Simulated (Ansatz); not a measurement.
## CuO under changes of volume

One of the cells (12.605 Å³/atom); the others are scaled copies at fixed shape and fractional positions:

```
Cu O
1.0
     0.00000    2.32725    2.32725
     2.32725    0.00000    2.32725
     2.32725    2.32725    0.00000
Cu O
1 1
Direct
  0.00000 0.00000 0.00000
  0.25000 0.25000 0.25000
```

Measurements of this composition are mostly on another form, of space group No. 15.

* Program: Ansatz 0.2.0
* Functional: PBE
* Potentials or basis: all-electron LAPW, scalar-relativistic
* Cutoff: 442 eV (chosen from the basis error)
* Basis error allowed: 0.0005 eV/atom
* k mesh: 10 × 10 × 10
* Occupations: fermi-dirac, width 0.05 eV
* Spin: no spin polarisation

```csv
volume (Å³/atom),energy over the lowest point (meV/atom),pressure (GPa)
11.848,0.00,-3.0
12.100,6.78,-5.4
12.353,17.19,-7.6
12.605,30.83,-9.5
12.857,47.31,-11.2
13.109,?,?
13.361,87.50,-14.1
```

Question: What does the run at 13.109 Å³/atom give?

Answer: Energy over the lowest point 66.30 meV/atom; pressure -12.7 GPa.

Worked out: A Birch-Murnaghan fit of order 3 (a polynomial in V^(-2/3)) to the other rows has its minimum at 11.57 Å³/atom, just outside them, with B0 = V·E''(V) = 137 GPa and B' = 4.6. It gives 66.29 meV/atom at 13.109 Å³/atom, against the run's 66.30, and -dE/dV = -12.8 GPa, against -12.7.

Energies are extrapolated to zero smearing.

Caveats: an odd number of electrons without spin polarisation forces a metal; a magnetic or distorted state may lie lower; the run has no spin polarisation, though such a crystal can be magnetic.
